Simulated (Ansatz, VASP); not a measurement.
## One calculation of CdSe, two programs

The input INCAR:

```
SYSTEM = CdSe
PREC = Accurate
ENCUT = 520
EDIFF = 1E-6
ISMEAR = 0
SIGMA = 0.01
LREAL = .FALSE.
LASPH = .TRUE.
NELM = 100
ALGO = Normal
ISIF = 2
LWAVE = .FALSE.
LCHARG = .TRUE.
GGA = PE
LELF = .TRUE.
LVHAR = .TRUE.
NBANDS = 16
```

File KPOINTS:

```
Automatic mesh
0
G
  6 6 6
  0 0 0
```

POSCAR

```
CdSe
1.0
    0.0000000000      3.1500527099      3.1500527099
    3.1500527099      0.0000000000      3.1500527099
    3.1500527099      3.1500527099      0.0000000000
Cd Se
1 1
Direct
    0.0000000000      0.0000000000      0.0000000000
    0.7500000000      0.7500000000      0.7500000000
```

Input for Ansatz:

```yaml
crystal:
  lattice:
    - [0.0, 3.150052709881837, 3.150052709881837]
    - [3.150052709881837, 0.0, 3.150052709881837]
    - [3.150052709881837, 3.150052709881837, 0.0]
  atoms:
    - { symbol: Cd, position: [0.0, 0.0, 0.0] }
    - { symbol: Se, position: [0.75, 0.75, 0.75] }
basis:
  ecutwfc: 500.0
kpoints:
  mp_grid:
    grid: [6, 6, 6]
hamiltonian:
  xc: pbe
  pseudopotentials:
    kind: paw
scf:
  occupations:
    method: fixed
output:
  stress: true
```

Measurements of this composition are mostly on another form, of space group No. 186.

Alike in both runs: task single point; functional PBE; k mesh 6 × 6 × 6; no spin polarisation.

```csv
,VASP,Ansatz
version,VASP 6.6.1,Ansatz 0.2.0
potentials or method,"VASP PAW PBE potentials, release 64 (Cd, Se)","plane waves, PAW"
plane-wave cutoff (eV),520,500
occupations,"gaussian, width 0.01 eV",fixed
valence electrons in the cell,18,36
```

Ansatz gave:

```
pressure (GPa) : -2.0
```

Problem. Estimate VASP's values.

Solution. Pressure (GPa): -1.8.

The two sets of potentials don't hold the same shells in valence.
